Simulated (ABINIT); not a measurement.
Crystal: MnS.

```
Mn S
1.0
     0.00000    2.47346    2.47346
     2.47346    0.00000    2.47346
     2.47346    2.47346    0.00000
Mn S
1 1
Cartesian
  0.0000 0.0000 0.0000
  3.7102 3.7102 3.7102
```

The cell is a database's computed one.

| Property | Result |
| --- | --- |
| Program | ABINIT 10.8.3 (patched build) |
| Task | single point |
| Functional | PBEsol |
| Potentials or basis | PseudoDojo NC SR PBEsol v0.4.1 standard |
| Cutoff | 1306 eV |
| k mesh | 9 × 9 × 9 |
| Occupations | fermi-dirac, width 0.05 eV |
| Spin | collinear spin, ferromagnetic start |
| Starting moments | [4.0, 0.0] μB |

On this cell: pressure -3.1 GPa; largest force zero by symmetry; net moment 0.28 μB per cell; site moments Mn +0.25; S -0.01 μB; band gap on the k mesh none (metal or under the smearing width).

The same run follows on a disturbed copy (atoms moved at random, drawn with an rms of 0.05 Å):

```
Mn S
1.0
     0.00000    2.47346    2.47346
     2.47346    0.00000    2.47346
     2.47346    2.47346    0.00000
Mn S
1 1
Direct
  0.00349 0.99627 0.00136
  0.72711 0.73210 0.76250
```

**Question.** What changes?

**Answer.** The energy (extrapolated to zero smearing) moves by +38.2 meV/atom; pressure -2.2 GPa; largest force 1.450 eV/Å; net moment 0.29 μB per cell; site moments Mn +0.27; S -0.01 μB; band gap on the k mesh none (metal or under the smearing width).

Forces on the atoms (eV/Å):
```
Mn   0.092 -0.489 -1.362
S   -0.092  0.489  1.362
```

Stress tensor (GPa, compression positive):
```
-2.10 -7.62 -2.74
-7.62 -2.10  0.13
-2.74  0.13 -2.27
```

Caveats: the moment fell far below its start of 4 μB, so a state of higher moment may lie lower in energy; semilocal functionals often make such compounds metallic where correlation or magnetic order opens a gap, which also shifts bond lengths.
